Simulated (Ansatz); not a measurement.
# Preparing AlN (P6_3mc) as a host crystal, part 3 of 3

Aim: the runs on the perfect crystal AlN (P6_3mc) that a defect calculation needs first.

Ansatz 0.2.0; plane-wave PAW DFT, PBEsol; relaxation of the host's cell and atoms; PAW set soft_1 (the session's first sound run).

So far. Step 3 (Dielectric tensors of the host): The principal values of the electronic dielectric tensor are 4.50, 4.50 and 4.73. The principal values of the static dielectric tensor are 8.20, 8.20 and 9.74.

### Step 7. Defect free supercell at the zone centre

Level of this step: plane-wave PAW DFT, PBEsol; single point of the defect-free host, a test of the k-point sampling; PAW set soft_1 (Ansatz).

The supercell is run at the zone centre, to see how far that sampling misses the dense mesh.

System of this step: AlN (P6_3mc). The cell holds 128 atoms: 64 Al and 64 N. Cell: a = 14.686 Å, b = 14.686 Å, c = 11.753 Å, α = 125.1°, β = 125.1°, γ = 94.5°.

Input file pristine.sampling_gamma/input.yaml:

```yaml
crystal:
  lattice:
    - [-9.3408221251, 5.3929260535, 9.9673535922]
    - [9.3408221251, -5.3929260535, 9.9673535922]
    - [3.1136073087, 5.3929261684, -9.9673535922]
  atoms:
    - { symbol: Al, position: [0.2080918742, 0.0414252076, 0.0] }
    - { symbol: Al, position: [0.2080918742, 0.2914252076, 0.25] }
    - { symbol: Al, position: [0.4580918742, 0.0414252076, 0.25] }
    - { symbol: Al, position: [0.4580918742, 0.2914252076, 0.0] }
    - { symbol: Al, position: [0.1664252076, 0.0830918742, 0.25] }
    - { symbol: Al, position: [0.1664252076, 0.3330918742, 0.0] }
    - { symbol: Al, position: [0.4164252076, 0.0830918742, 0.0] }
    - { symbol: Al, position: [0.4164252076, 0.3330918742, 0.25] }
    - { symbol: "N", position: [0.0535747924, 0.1369081258, 0.25] }
    - { symbol: "N", position: [0.0535747924, 0.3869081258, 0.0] }
    - { symbol: "N", position: [0.3035747924, 0.1369081258, 0.0] }
    - { symbol: "N", position: [0.3035747924, 0.3869081258, 0.25] }
    - { symbol: "N", position: [0.0119081258, 0.1785747924, 0.0] }
    - { symbol: "N", position: [0.0119081258, 0.4285747924, 0.25] }
    - { symbol: "N", position: [0.2619081258, 0.1785747924, 0.25] }
    - { symbol: "N", position: [0.2619081258, 0.4285747924, 0.0] }
    - { symbol: Al, position: [0.2080918742, 0.0414252076, 0.5] }
    - { symbol: Al, position: [0.2080918742, 0.2914252076, 0.75] }
    - { symbol: Al, position: [0.4580918742, 0.0414252076, 0.75] }
    - { symbol: Al, position: [0.4580918742, 0.2914252076, 0.5] }
    - { symbol: Al, position: [0.1664252076, 0.0830918742, 0.75] }
    - { symbol: Al, position: [0.1664252076, 0.3330918742, 0.5] }
    - { symbol: Al, position: [0.4164252076, 0.0830918742, 0.5] }
    - { symbol: Al, position: [0.4164252076, 0.3330918742, 0.75] }
    - { symbol: "N", position: [0.0535747924, 0.1369081258, 0.75] }
    - { symbol: "N", position: [0.0535747924, 0.3869081258, 0.5] }
    - { symbol: "N", position: [0.3035747924, 0.1369081258, 0.5] }
    - { symbol: "N", position: [0.3035747924, 0.3869081258, 0.75] }
    - { symbol: "N", position: [0.0119081258, 0.1785747924, 0.5] }
    - { symbol: "N", position: [0.0119081258, 0.4285747924, 0.75] }
    - { symbol: "N", position: [0.2619081258, 0.1785747924, 0.75] }
    - { symbol: "N", position: [0.2619081258, 0.4285747924, 0.5] }
    - { symbol: Al, position: [0.2080918742, 0.5414252076, 0.0] }
    - { symbol: Al, position: [0.2080918742, 0.7914252076, 0.25] }
    - { symbol: Al, position: [0.4580918742, 0.5414252076, 0.25] }
    - { symbol: Al, position: [0.4580918742, 0.7914252076, 0.0] }
    - { symbol: Al, position: [0.1664252076, 0.5830918742, 0.25] }
    - { symbol: Al, position: [0.1664252076, 0.8330918742, 0.0] }
    - { symbol: Al, position: [0.4164252076, 0.5830918742, 0.0] }
    - { symbol: Al, position: [0.4164252076, 0.8330918742, 0.25] }
    - { symbol: "N", position: [0.0535747924, 0.6369081258, 0.25] }
    - { symbol: "N", position: [0.0535747924, 0.8869081258, 0.0] }
    - { symbol: "N", position: [0.3035747924, 0.6369081258, 0.0] }
    - { symbol: "N", position: [0.3035747924, 0.8869081258, 0.25] }
    - { symbol: "N", position: [0.0119081258, 0.6785747924, 0.0] }
    - { symbol: "N", position: [0.0119081258, 0.9285747924, 0.25] }
    - { symbol: "N", position: [0.2619081258, 0.6785747924, 0.25] }
    - { symbol: "N", position: [0.2619081258, 0.9285747924, 0.0] }
    - { symbol: Al, position: [0.2080918742, 0.5414252076, 0.5] }
    - { symbol: Al, position: [0.2080918742, 0.7914252076, 0.75] }
    - { symbol: Al, position: [0.4580918742, 0.5414252076, 0.75] }
    - { symbol: Al, position: [0.4580918742, 0.7914252076, 0.5] }
    - { symbol: Al, position: [0.1664252076, 0.5830918742, 0.75] }
    - { symbol: Al, position: [0.1664252076, 0.8330918742, 0.5] }
    - { symbol: Al, position: [0.4164252076, 0.5830918742, 0.5] }
    - { symbol: Al, position: [0.4164252076, 0.8330918742, 0.75] }
    - { symbol: "N", position: [0.0535747924, 0.6369081258, 0.75] }
    - { symbol: "N", position: [0.0535747924, 0.8869081258, 0.5] }
    - { symbol: "N", position: [0.3035747924, 0.6369081258, 0.5] }
    - { symbol: "N", position: [0.3035747924, 0.8869081258, 0.75] }
    - { symbol: "N", position: [0.0119081258, 0.6785747924, 0.5] }
    - { symbol: "N", position: [0.0119081258, 0.9285747924, 0.75] }
    - { symbol: "N", position: [0.2619081258, 0.6785747924, 0.75] }
    - { symbol: "N", position: [0.2619081258, 0.9285747924, 0.5] }
    - { symbol: Al, position: [0.7080918742, 0.0414252076, 0.0] }
    - { symbol: Al, position: [0.7080918742, 0.2914252076, 0.25] }
    - { symbol: Al, position: [0.9580918742, 0.0414252076, 0.25] }
    - { symbol: Al, position: [0.9580918742, 0.2914252076, 0.0] }
    - { symbol: Al, position: [0.6664252076, 0.0830918742, 0.25] }
    - { symbol: Al, position: [0.6664252076, 0.3330918742, 0.0] }
    - { symbol: Al, position: [0.9164252076, 0.0830918742, 0.0] }
    - { symbol: Al, position: [0.9164252076, 0.3330918742, 0.25] }
    - { symbol: "N", position: [0.5535747924, 0.1369081258, 0.25] }
    - { symbol: "N", position: [0.5535747924, 0.3869081258, 0.0] }
    - { symbol: "N", position: [0.8035747924, 0.1369081258, 0.0] }
    - { symbol: "N", position: [0.8035747924, 0.3869081258, 0.25] }
    - { symbol: "N", position: [0.5119081258, 0.1785747924, 0.0] }
    - { symbol: "N", position: [0.5119081258, 0.4285747924, 0.25] }
    - { symbol: "N", position: [0.7619081258, 0.1785747924, 0.25] }
    - { symbol: "N", position: [0.7619081258, 0.4285747924, 0.0] }
    - { symbol: Al, position: [0.7080918742, 0.0414252076, 0.5] }
    - { symbol: Al, position: [0.7080918742, 0.2914252076, 0.75] }
    - { symbol: Al, position: [0.9580918742, 0.0414252076, 0.75] }
    - { symbol: Al, position: [0.9580918742, 0.2914252076, 0.5] }
    - { symbol: Al, position: [0.6664252076, 0.0830918742, 0.75] }
    - { symbol: Al, position: [0.6664252076, 0.3330918742, 0.5] }
    - { symbol: Al, position: [0.9164252076, 0.0830918742, 0.5] }
    - { symbol: Al, position: [0.9164252076, 0.3330918742, 0.75] }
    - { symbol: "N", position: [0.5535747924, 0.1369081258, 0.75] }
    - { symbol: "N", position: [0.5535747924, 0.3869081258, 0.5] }
    - { symbol: "N", position: [0.8035747924, 0.1369081258, 0.5] }
    - { symbol: "N", position: [0.8035747924, 0.3869081258, 0.75] }
    - { symbol: "N", position: [0.5119081258, 0.1785747924, 0.5] }
    - { symbol: "N", position: [0.5119081258, 0.4285747924, 0.75] }
    - { symbol: "N", position: [0.7619081258, 0.1785747924, 0.75] }
    - { symbol: "N", position: [0.7619081258, 0.4285747924, 0.5] }
    - { symbol: Al, position: [0.7080918742, 0.5414252076, 0.0] }
    - { symbol: Al, position: [0.7080918742, 0.7914252076, 0.25] }
    - { symbol: Al, position: [0.9580918742, 0.5414252076, 0.25] }
    - { symbol: Al, position: [0.9580918742, 0.7914252076, 0.0] }
    - { symbol: Al, position: [0.6664252076, 0.5830918742, 0.25] }
    - { symbol: Al, position: [0.6664252076, 0.8330918742, 0.0] }
    - { symbol: Al, position: [0.9164252076, 0.5830918742, 0.0] }
    - { symbol: Al, position: [0.9164252076, 0.8330918742, 0.25] }
    - { symbol: "N", position: [0.5535747924, 0.6369081258, 0.25] }
    - { symbol: "N", position: [0.5535747924, 0.8869081258, 0.0] }
    - { symbol: "N", position: [0.8035747924, 0.6369081258, 0.0] }
    - { symbol: "N", position: [0.8035747924, 0.8869081258, 0.25] }
    - { symbol: "N", position: [0.5119081258, 0.6785747924, 0.0] }
    - { symbol: "N", position: [0.5119081258, 0.9285747924, 0.25] }
    - { symbol: "N", position: [0.7619081258, 0.6785747924, 0.25] }
    - { symbol: "N", position: [0.7619081258, 0.9285747924, 0.0] }
    - { symbol: Al, position: [0.7080918742, 0.5414252076, 0.5] }
    - { symbol: Al, position: [0.7080918742, 0.7914252076, 0.75] }
    - { symbol: Al, position: [0.9580918742, 0.5414252076, 0.75] }
    - { symbol: Al, position: [0.9580918742, 0.7914252076, 0.5] }
    - { symbol: Al, position: [0.6664252076, 0.5830918742, 0.75] }
    - { symbol: Al, position: [0.6664252076, 0.8330918742, 0.5] }
    - { symbol: Al, position: [0.9164252076, 0.5830918742, 0.5] }
    - { symbol: Al, position: [0.9164252076, 0.8330918742, 0.75] }
    - { symbol: "N", position: [0.5535747924, 0.6369081258, 0.75] }
    - { symbol: "N", position: [0.5535747924, 0.8869081258, 0.5] }
    - { symbol: "N", position: [0.8035747924, 0.6369081258, 0.5] }
    - { symbol: "N", position: [0.8035747924, 0.8869081258, 0.75] }
    - { symbol: "N", position: [0.5119081258, 0.6785747924, 0.5] }
    - { symbol: "N", position: [0.5119081258, 0.9285747924, 0.75] }
    - { symbol: "N", position: [0.7619081258, 0.6785747924, 0.75] }
    - { symbol: "N", position: [0.7619081258, 0.9285747924, 0.5] }
basis:
  ecutwfc: 420
  xc_grid: 2
hamiltonian:
  xc: pbesol
  pseudopotentials: { kind: paw, azcp: { folder: soft_1 }, xc_functional: pbe }
kpoints:
  mp_grid: { grid: [1, 1, 1] }
scf:
  occupations: { method: fermi_dirac, width: 0.01 }
  max_iter: 100
  lower_state_search: "off"
checkpoint:
  write: "../pristine.sampling_gamma.run"
  compress: false
  write_wavefunctions: false
  write_every: 100000
```

Command:

```bash
$ ansatz run input.yaml --threads 32 --pin off --max-ram 84787MiB --backend cuda --events-out ev --progress --plain --runs-dir out --max-vram 78GiB
```

Numbers of over 12 decimals in the logs are rounded to 6 here.

The log of the run:

```text
[...]
GPU FFT provider: cuFFT
GPU libraries: cuBLAS 13.8.1, cuFFT 12.4.0, cuSOLVER 12.3.2
[...]
Crystal: 128 atoms, lattice volume = 1338.931 Å³
Basis set: ecut = 420 eV, 26161 PW (Γ), exchange–correlation on 200×200×160 points (8 copies of the dense FFT grid, shifted against one another)
Bands: 384, of which v1, the nominal top of the filled ones, is band 256 counted from 1 (255 counted from 0)
Symmetry: 128 space group operations
[...]
k-points: 1
[...]
GPU buffer pool allocated for 800000 grid points (all kernels)
[...]
SCF iter   1: F=—  HF=-58067.939396 eV  |Δ(HF+E_count)|=         —  Δρ=1.31e-1  dr2=2.81e2  Hψ=1704
[...]
SCF iter   5: F=—  HF=-57980.540955 eV  |Δ(HF+E_count)|=   1.43e-2  Δρ=2.73e-4  dr2=9.45e-4  Hψ=462
automatic band count: iteration 5 solves 297 bands in place of 384: the levels show a gap, and the empty bands left out lie too high to hold charge; the band table lists the bands solved (type scf.n_extra_bands for more)
SCF iter   6: F=—  HF=-57980.541578 eV  |Δ(HF+E_count)|=   6.22e-4  Δρ=3.49e-5  dr2=1.52e-5  Hψ=486
[...]
SCF iter   8: F=-57980.541176 eV  HF=-57980.541176 eV  |Δ(HF+E_count)|=   1.98e-8  Δρ=4.14e-7  dr2=1.81e-9  Hψ=557
SCF 1 converged in 8 iterations: F = -57980.541176 eV  dr2 = 1.81e-9
[...]
SCF converged after 8 iterations
Free energy (F): -57980.541176 eV
[...]
Internal energy: -57980.541176 eV  (E = F + TS)
E sigma→0 (E₀):  -57980.541176 eV
Fermi energy:    9.092447 eV
[...]
```

Wall time 1.2 s (1 × NVIDIA GB200 with 32 threads of Arm Neoverse V2, shared host); peak memory 1.1 GiB; 3.4 s of CPU time.

### Step 8. Outcome

* primitive cell vectors, lengths: 3.114, 3.114, 4.984 Å
* electronic dielectric constant: principal values (4.50, 4.50, 4.73)
* static dielectric constant: principal values (8.20, 8.20, 9.74)
* gap on the k-mesh of the response run (PBEsol): 4.10 eV
* supercell relaxed in its symmetry less the displaced and relaxed one: 0.000 eV
* energy an atom at the zone centre alone less that on the dense mesh: 0.008 eV

In words: Step 5: The energy fell by 4.728 eV from the randomly displaced start; the atoms end within 0.005 Å of the sites as typed, once the mean shift is taken out. The displaced cell ends within 0.01 eV of the symmetric one relaxed in its symmetry, so no lower structure shows in this supercell. The k-mesh can miss the band edges, so this gap is an upper bound at this level. All at zero temperature.

[Logs are printed without paths, hosts, clocks, repeated set-up lines and the standing remarks that a program may print on its own settings, such as how far it seeks lower states.]

[Hosts, paths, dates, database ids (printed as entryN), source tags and the programs' standing remarks are cut or masked in the printed files.]

[Runs of the host that timed out are not shown.]

[For some hosts the program warned that the k-mesh of the response run may be too coarse for force constants and the static dielectric constant; such warnings are not always shown.]
